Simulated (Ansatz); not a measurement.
# Ni2Ge: uniaxial strain along a

The task here is to estimate one member of a computed series from the others.

Program: Ansatz 0.2.0. Level of theory: DFT PBEsol, scalar-relativistic, plane waves, PAW. These are calculated values, not measurements.

2 further runs of the same task are left out: 2 set aside as unsound or not needed.

## Starting point

The structure is hexagonal, space group P6_3/mmc (No. 194). Conventional cell: a = 3.972 Å, b = 3.972 Å, c = 5.014 Å, α = 90.00°, β = 90.00°, γ = 120.00°. Ni (site symmetry -6m2) is surrounded by 5 Ge at 2.29 to 2.51 Å and 6 Ni at 2.61 Å. Around Ni (site symmetry -3m) lie 8 Ni at 2.51 to 2.61 Å and 6 Ge at 2.61 Å. Around Ge (site symmetry -6m2) lie 11 Ni at 2.29 to 2.61 Å.

Structure file:

```cif
data_structure
_symmetry_space_group_name_H-M 'P 1'
_symmetry_Int_Tables_number 1
_cell_length_a 3.9720
_cell_length_b 3.9720
_cell_length_c 5.0141
_cell_angle_alpha 90.000
_cell_angle_beta 90.000
_cell_angle_gamma 120.000
_cell_volume 68.51
loop_
_atom_site_label
_atom_site_type_symbol
_atom_site_fract_x
_atom_site_fract_y
_atom_site_fract_z
_atom_site_occupancy
Ni1 Ni 0.66667 0.33333 0.25000 1
Ni2 Ni 0.33333 0.66667 0.75000 1
Ni3 Ni 0.00000 0.00000 0.00000 1
Ni4 Ni 0.00000 0.00000 0.50000 1
Ge1 Ge 0.66667 0.33333 0.75000 1
Ge2 Ge 0.33333 0.66667 0.25000 1
```

It goes back to an entry of the Materials Project, which need not be the stable form.

It is the result of an earlier relaxation at this level (volume 11.42 Å³/atom; gap on the mesh: none (metal)).

The unstrained cell was computed beforehand with the same settings: E(σ→0) = -31728.8870 eV for 6 atoms, gap none (metal).

The first run:

File input.yaml:

```yaml
crystal:
  lattice:
    - [3.9322432118, 0.0, 0.0]
    - [-1.9661216059, 3.4484202744, 0.0]
    - [0.0, 0.0, 5.0265945782]
  atoms:
    - { symbol: Ni, position: [0.6666666667, 0.3333333333, 0.25] }
    - { symbol: Ni, position: [0.3333333333, 0.6666666667, 0.75] }
    - { symbol: Ni, position: [0.0, 0.0, 0.0] }
    - { symbol: Ni, position: [0.0, 0.0, 0.5] }
    - { symbol: Ge, position: [0.6666666667, 0.3333333333, 0.75] }
    - { symbol: Ge, position: [0.3333333333, 0.6666666667, 0.25] }
basis:
  ecutwfc: 420
kpoints:
  mp_grid: { grid: [12, 12, 8] }
hamiltonian:
  xc: pbesol
scf:
  occupations: { method: gaussian, width: 0.1 }
output:
  forces: true
  stress: true
  eigenvalues: true
relax:
  adjacent_minimum: "off"
  f_tol: 0.008
  max_steps: 40
  cell: { stress_tol: 0.015, fix: [a, angles] }
```

On the command line:

```bash
ansatz run input.yaml --threads 1 --pin off --max-ram 2560MiB --backend cpu --events-out ev --progress --plain --runs-dir out
```

Steps of the session up to this table: The cell strained by -1.0 %; The cell strained by +1.0 %; At -2.0 %; At +2.0 %; Strain -3.0 %; The cell strained by +3.0 %.

One of the session's tables, all rows but one given; the rest of the session is left out.

Lengths are those of the vectors of the cell that was run; stresses in GPa:

```
strain (%)  ΔE (meV/atom)  a (Å)  b (Å)  c (Å)
      -3.0            4.2  3.853  4.031  5.025
      -2.0            1.9  3.893  4.007  5.024
      -1.0            0.5  3.932  3.987  5.020
      +0.0            0.0  3.972  3.972  5.014
      +1.0              ?      ?      ?      ?
      +2.0            2.1  4.051  3.950  5.000
      +3.0            4.8  4.091  3.944  4.992
```

Estimate the missing values for strain (%) = +1.0.

Worked estimate for «ΔE (meV/atom)». A straight line through the neighbours (0.0, 0.0) and (2.0, 2.1) gives 0.0 + (2.1 − 0.0) × (1.0 − 0.0) / (2.0 − 0.0) = 1.1; a parabola fitted to 4 rows on both sides gives 0.5.

As computed: ΔE (meV/atom): 0.5; a (Å): 4.012; b (Å): 3.960; c (Å): 5.008. In «ΔE (meV/atom)» the line misses by +0.6 and the parabola by 0.0.

ΔE is over the unstrained cell. Stress in GPa, positive in compression, on the Cartesian axes of the input. 

To keep in mind: The final runs have no spin polarisation, so no magnetic state was tried and one may lie lower. Warnings in the runs' records: symmetry narrowed by cell relaxation.
